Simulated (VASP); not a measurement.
# B (P6/mmm) in VASP: single point with LDA

Aim: the single point of B with LDA.

Program: VASP 6.6.1. These are calculated values, not measurements. Logs are shortened: lines on timing, memory, paths and dates and some standing lists are left out, and cuts for length are marked.

### 1 The structure

The structure is hexagonal, space group P6/mmm (No. 191). Conventional cell: a = 1.702 Å, b = 1.702 Å, c = 3.635 Å, α = 90.00°, β = 90.00°, γ = 120.00°. B (site symmetry 6/mmm) is surrounded by 6 B at 1.70 Å.

This isn't the form of B at room conditions, which is rhombohedral.

### 2 Single point, LDA

File INCAR:

```
ALGO = Normal
EDIFF = 1E-7
ENCUT = 520
ISIF = 2
ISMEAR = 0
LASPH = True
LCHARG = False
LREAL = False
LWAVE = False
NBANDS = 8
NELM = 60
PREC = Accurate
SIGMA = 0.1
```

File KPOINTS:

```
k-points
0
Gamma
  12 12 6
```

File POSCAR:

```
B
1.0
    1.7024335758      0.0000000000      0.0000000000
   -0.8512167879      1.4743507249      0.0000000000
    0.0000000000      0.0000000000      3.6354228500
B
1
Direct
    0.0000000000      0.0000000000      0.0000000000
```

Potentials or basis: VASP PAW LDA potentials, release 64 (B).

Started as:

```console
> cat potpaw_LDA.64/B/POTCAR > POTCAR
> mpirun -np 1 vasp_std > vasp.out
```

OUTCAR:

```text
EDIFF = 1E-7
   ENCUT = 520
   ISIF = 2
   ISMEAR = 0
   LASPH = True
   LREAL = False
   NELM = 60
   PREC = Accurate

 ion  position               nearest neighbor table
   1  0.000  0.000  0.000-

  LATTYP: Found a hexagonal cell.
 ALAT       =     1.7024335758
 C/A-ratio  =     2.1354271331

  Lattice vectors:

 A1 = (   1.7024335758,   0.0000000000,   0.0000000000)
 A2 = (  -0.8512167879,   1.4743507249,   0.0000000000)
 A3 = (   0.0000000000,   0.0000000000,   3.6354228500)

Analysis of symmetry for initial positions (statically):
=====================================================================
 Subroutine PRICEL returns:
 Original cell was already a primitive cell.

 Routine SETGRP: Setting up the symmetry group for a
 hexagonal supercell.

 Subroutine GETGRP returns: Found 24 space group operations
 (whereof 24 operations were pure point group operations)
 out of a pool of 24 trial point group operations.

The static configuration has the point symmetry D_6h.

Analysis of symmetry for dynamics (positions and initial velocities):
=====================================================================
 Subroutine PRICEL returns:
 Original cell was already a primitive cell.

 Routine SETGRP: Setting up the symmetry group for a
 hexagonal supercell.

 Subroutine GETGRP returns: Found 24 space group operations
 (whereof 24 operations were pure point group operations)
 out of a pool of 24 trial point group operations.

The dynamic configuration has the point symmetry D_6h.

 Subroutine INISYM returns: Found 24 space group operations
 (whereof 24 operations are pure point group operations),
 and found     1 'primitive' translations

----------------------------------------------------------------------------------------

                                     Primitive cell

  volume of cell :       9.1249

  direct lattice vectors                    reciprocal lattice vectors
     1.702433576  0.000000000  0.000000000     0.587394430  0.339132332  0.000000000
    -0.851216788  1.474350725  0.000000000     0.000000000  0.678264665  0.000000000
     0.000000000  0.000000000  3.635422850     0.000000000  0.000000000  0.275071165

  length of vectors
     1.702433576  1.702433576  3.635422850     0.678264665  0.678264665  0.275071165

  position of ions in fractional coordinates (direct lattice)
     0.000000000  0.000000000  0.000000000

  ion indices of the primitive-cell ions
   primitive index   ion index
                 1           1

[... 72 lines left out ...]
   LREAL  =      F    real-space projection
   EDIFFG = 0.1E-05   stopping-criterion for IOM
   NSW    =      0    number of steps for IOM
   IBRION =     -1    ionic relax: 0-MD 1-quasi-New 2-CG
   NFREE  =      0    steps in history (QN), initial steepest desc. (CG)
   ISIF   =      2    stress and relaxation
   ISYM   =      2    0-nonsym 1-usesym 2-fastsym
   POTIM  = 0.5000    time-step for ionic-motion
   TEBEG  =    0.0;   TEEND  =   0.0 temperature during run
   PSTRESS=    0.0 pullay stress
   NELECT =       3.0000    total number of electrons
   NUPDOWN=      -1.0000    fix difference up-down
   EMIN   =  10.00;   EMAX   =-10.00  energy-range for DOS
   EFERMI =   0.00;   METHOD = LEGACY
   ISMEAR =     0;   SIGMA  =   0.10  broadening in eV -4-tet -1-fermi 0-gaus
   EFERMI_NEDOS =   21; number of points for ismear=-14 and -15
   IALGO  =     38    algorithm
   IMIX   =      4    mixing-type and parameters
     AMIX     =   0.40;   BMIX     =  1.00
     AMIX_MAG =   1.60;   BMIX_MAG =  1.00
  volume/ion in A,a.u.               =       9.12        61.58
  Fermi-wavevector in a.u.,A,eV,Ry     =   1.129900  2.135201 17.370199  1.276674
  Thomas-Fermi vector in A             =   2.266595
   LORBIT       =      0    0 simple, 1 ext, 2 COOP (PROOUT), +10 PAW based schemes
   GGA     = CA    functional components
   LHFCALC =     F    Hartree Fock is set to
   AEXX    =    0.0000 exact exchange contribution
   IVDW    =     0    specifies the selected vdW correction
   LEPSILON=     F    determine dielectric tensor
   LRPA    =     F    only Hartree local field effects (RPA)
 non-spin polarized calculation
 Gauss-broadening in eV      SIGMA  =   0.10
  energy-cutoff  :      520.00
  volume of cell :        9.12
 maximum number of plane-waves:       258
 NGX is ok and might be reduce to    14
   NGX =  7   NGY =  7   NGZ = 13

 number of electron       3.0000000 magnetization

 Free energy of the ion-electron system (eV)
  ---------------------------------------------------
  ext. energy  EPLUGINS =         0.00000000
  ---------------------------------------------------
  free energy    TOTEN  =        -6.72025441 eV

  energy without entropy =       -6.71585820  energy(sigma->0) =       -6.71805630

 E-fermi :   5.3008     XC(G=0): -10.3127

 val. band max:        5.2973764973   @ k =   0.3333   0.2500   0.5000
 cond. band min:       5.6390876059   @ k =   0.2500   0.1667   0.3333
 fundamental gap:      0.3417111087
 Fermi energy:         5.3007977356

 k-point     1 :       0.0000    0.0000    0.0000
  band No.  band energies     occupation
      1     -11.6460      2.00000
      2      -1.3685      2.00000
      3       7.4288      0.00000
      4      29.9463      0.00000
      5      29.9463      0.00000
      6      31.1232      0.00000
      7      37.2876      0.00000
      8      51.6808      0.00000
[... 243 lines left out ...]
 k-point    24 :       0.3333    0.0000    0.1667
  band No.  band energies     occupation
      1      -6.7570      2.00000
      2       5.1839      1.90170
      3      11.8776      0.00000
      4      17.3096      0.00000
      5      22.8460      0.00000
      6      28.1370      0.00000
      7      34.8542      0.00000
      8      38.2370      0.00000

 [... further k-points ...]
[... 5 lines left out ...]
  --------------------------------------------------------------------------------------
  -------------------------------------------------------------------------------------
  Total       -0.1060553     -0.1060553     -0.0026309      0.0000000      0.0000000      0.0000000
  in kB      -18.6216049    -18.6216049     -0.4619423      0.0000000      0.0000000      0.0000000
  external PRESSURE =     -12.5683841 kB  Pullay stress =       0.0000000 kB

 VOLUME and BASIS-vectors are now :
 -----------------------------------------------------------------------------
  energy-cutoff  :      520.00
  volume of cell :        9.12
      direct lattice vectors                 reciprocal lattice vectors
     1.702433576  0.000000000  0.000000000     0.587394430  0.339132332  0.000000000
    -0.851216788  1.474350725  0.000000000     0.000000000  0.678264665  0.000000000
     0.000000000  0.000000000  3.635422850     0.000000000  0.000000000  0.275071165

 POSITION                                       TOTAL-FORCE (eV/Angst)
 -----------------------------------------------------------------------------------
      0.00000      0.00000      0.00000         0.000000      0.000000      0.000000
 -----------------------------------------------------------------------------------
    total drift:                               -0.000000     -0.000000     -0.000000

  FREE ENERGIE OF THE ION-ELECTRON SYSTEM (eV)
  ---------------------------------------------------
  free  energy   TOTEN  =        -6.7202544079 eV

  energy  without entropy=       -6.7158581972  energy(sigma->0) =       -6.71805630
```

stdout:

```text
POSCAR found type information on POSCAR B
 POSCAR found :  1 types and       1 ions
 scaLAPACK will be used
 LDA part: xc-table for (Slater(with rela. corr.)+CA(PZ))
 , standard interpolation
 POSCAR, INCAR and KPOINTS ok, starting setup
 FFT: planning ... GRIDC
 FFT: planning ... GRID_SOFT
 FFT: planning ... GRID
 WAVECAR not read
 entering main loop
```

It took 4.5 s on 1 thread of Intel Xeon Platinum 8259CL at 2.50GHz (Skylake/Cascade Lake), shared host; peak memory 0.1 GiB.

What came out:

```yaml
Free_energy: -6.7203 eV
Pressure: -1.3 GPa
Band_gap_on_the_k_mesh: none (metal or under the smearing width)
```
